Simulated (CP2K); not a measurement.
Ta under changes of volume

One of the cells (18.010 Å³/atom); the others are scaled copies at fixed shape and fractional positions:

```
Ta
1.0
     2.86010    0.00000    0.00000
    -0.95337    2.69653    0.00000
    -0.95337   -1.34826    2.33526
Ta
1
Direct
  0.00000 0.00000 0.00000
```

| Quantity | Value |
| --- | --- |
| Program | CP2K 2026.2 |
| Functional | PBEsol |
| Potentials or basis | POTENTIAL_UZH Ta GTH-PBE-q13; TZVP-MOLOPT-PBE-GTH basis |
| Density cutoff | 6123 eV |
| k mesh | 11 × 11 × 11 |
| Occupations | fermi-dirac, width 0.05 eV |
| Spin | no spin polarisation |

```tsv
volume (Å³/atom)	energy over the lowest point (meV/atom)	pressure (GPa)
16.930	20.97	9.8
17.290	4.91	4.7
17.650	0.00	0.1
18.010	5.01	-4.0
18.371	18.77	-7.7
18.731	?	?
19.091	68.70	-13.9
```

What does the run at 18.731 Å³/atom give?

Energy over the lowest point 40.27 meV/atom; pressure -10.9 GPa.

Worked out: A Birch-Murnaghan fit of order 3 (a polynomial in V^(-2/3)) to the other rows has its minimum at 17.64 Å³/atom with B0 = V·E''(V) = 216 GPa and B' = 4.9. It gives 40.30 meV/atom at 18.731 Å³/atom, against the run's 40.27, and -dE/dV = -11.2 GPa, against -10.9.

Energies are extrapolated to zero smearing.

Caveats: the potentials were made for another functional, which shifts forces and pressure; the basis of atomic orbitals isn't converged, which shifts pressures, moduli and gaps.
